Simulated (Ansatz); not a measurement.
InN:
```cif
data_In2N2
_chemical_formula_sum 'In2 N2'
_space_group_name_H-M_alt 'P63mc'
_space_group_IT_number 186
_space_group_name_Hall 'P 6c -2c'
_cell_length_a 3.50337
_cell_length_b 3.50337
_cell_length_c 5.66352
_cell_angle_alpha 90.000
_cell_angle_beta 90.000
_cell_angle_gamma 120.000
loop_
_atom_site_label
_atom_site_type_symbol
_atom_site_symmetry_multiplicity
_atom_site_Wyckoff_symbol
_atom_site_fract_x
_atom_site_fract_y
_atom_site_fract_z
_atom_site_occupancy
In1 In 2 b 0.66667 0.33333 0.00190 1
N1 N 2 b 0.33333 0.66667 0.12330 1
```

Relaxed with LDA (plane waves, PAW; program Ansatz). Indices refer to the conventional cell of P6_3mc, a = 3.5034 Å, b = 3.5034 Å, c = 5.6635 Å, α = 90.00°, β = 90.00°, γ = 120.00°.

**Question.** Simulate the powder diffraction pattern (Mo Kα, λ = 0.71073 Å; lines above 1 %) up to 2θ = 45°.

**Answer.** Simulated powder pattern, Mo Kα, λ = 0.71073 Å (kinematic, ideal powder, no thermal factors, no anomalous dispersion; the 30 strongest lines at most, above 1 %, up to 2θ = 45°):

| 2θ (°) | d (Å) | I/Imax (%) | hkl |
|---|---|---|---|
| 13.45 | 3.034 | 34 | (1 0 -1 0) |
| 14.42 | 2.832 | 31 | (0002) |
| 15.27 | 2.674 | 100 | (1 0 -1 1) |
| 19.77 | 2.070 | 20 | (1 0 -1 2) |
| 23.41 | 1.752 | 29 | (1 1 -2 0) |
| 25.62 | 1.603 | 31 | (1 0 -1 3) |
| 27.10 | 1.517 | 4.6 | (2 0 -2 0) |
| 27.60 | 1.490 | 30 | (1 1 -2 2) |
| 28.07 | 1.465 | 18 | (2 0 -2 1) |
| 29.07 | 1.416 | 3.5 | (0004) |
| 30.82 | 1.337 | 5.3 | (2 0 -2 2) |
| 32.16 | 1.283 | 3.8 | (1 0 -1 4) |
| 34.98 | 1.183 | 11 | (2 0 -2 3) |
| 36.11 | 1.147 | 3.6 | (2 1 -3 0) |
| 36.86 | 1.124 | 15 | (2 1 -3 1) |
| 37.66 | 1.101 | 9.0 | (1 1 -2 4) |
| 39.06 | 1.063 | 4.7 | (2 1 -3 2) |
| 39.13 | 1.061 | 7.9 | (1 0 -1 5) |
| 40.16 | 1.035 | 1.8 | (2 0 -2 4) |
| 41.14 | 1.011 | 4.5 | (3 0 -3 0) |
| 42.52 | 0.980 | 12 | (2 1 -3 3) |
| 43.82 | 0.952 | 6.3 | (3 0 -3 2) |

The cell was relaxed with LDA under the symmetry of its start; of distortions, only those at the zone centre were tested.

Potentials: the later of the program's two PAW sets.
